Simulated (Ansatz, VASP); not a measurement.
Given: the input of a run of VASP 6.6.1 on MgO.

File INCAR:

```
SYSTEM = MgO
  PREC = Accurate
  ENCUT = 520
  EDIFF = 1E-6
  ISMEAR = -1
  SIGMA = 0.05
  LREAL = .False.
  LASPH = .True.
  NELM = 100
  ALGO = Normal
  ISIF = 2
  LWAVE = .False.
  LCHARG = .False.
  GGA = PE
  NBANDS = 11
```

Contents of KPOINTS:

```
regular mesh
0
Gamma
  11 11 11
  0 0 0
```

The input POSCAR:

```
MgO
1.0
    0.0000000000      2.1245966808      2.1245966808
    2.1245966808      0.0000000000      2.1245966808
    2.1245966808      2.1245966808      0.0000000000
Mg O
1 1
Direct
    0.0000000000      0.0000000000      0.0000000000
    0.5000000000      0.5000000000      0.5000000000
```

Potentials or basis: VASP PAW PBE potentials, release 64 (Mg, O).

The run is started by

```console
$ cat potpaw_PBE.64/Mg/POTCAR potpaw_PBE.64/O/POTCAR > POTCAR
$ mpirun -np 1 vasp_std > vasp.out
```

Problem. Translate it to Ansatz 0.2.0. Potentials there: Ansatz PAW soft_1.

Solution. As run (the cutoff follows the program's own potentials):

File input.yaml:

```yaml
crystal:
  lattice:
    - [0.0, 2.1245966808, 2.1245966808]
    - [2.1245966808, 0.0, 2.1245966808]
    - [2.1245966808, 2.1245966808, 0.0]
  atoms:
    - { symbol: Mg, position: [0.0, 0.0, 0.0] }
    - { symbol: O, position: [0.5, 0.5, 0.5] }
hamiltonian:
  xc: pbe
  pseudopotentials: { kind: paw, azcp: { folder: soft_1 } }
kpoints:
  mp_grid: { grid: [11, 11, 11] }
scf:
  occupations: { method: fermi_dirac, width: 0.05 }
output:
  forces: true
  stress: true
  eigenvalues: true
```

Potentials or basis: Ansatz PAW soft_1.

Command:

```bash
$ ansatz run input.yaml --threads 1 --pin off --max-ram 3584MiB --backend cpu --events-out ev --progress --plain --runs-dir out
```

Both were run:

|  | VASP | Ansatz | Ansatz less VASP |
| --- | --- | --- | --- |
| gap on the k mesh at the Fermi level (eV) | 4.47 | 4.49 | +0.020 |
| least direct gap on the mesh (eV) | 4.47 | 4.49 | +0.020 |
| pressure (GPa) | -0.3 | 0.6 | +0.82 |

The functional is the same, so the differences come from potentials, cutoffs and numerics. The two sets of potentials don't hold the same shells in valence.

Caveats: odd divisions of the mesh miss points on the zone boundary, where band edges often lie, so the gap on the mesh can be too wide (Ansatz); the pressure holds a Pulay correction of +0.4 GPa for the finite cutoff (Ansatz). Expect the measured gap to be larger: semilocal functionals such as PBE lack the derivative discontinuity.
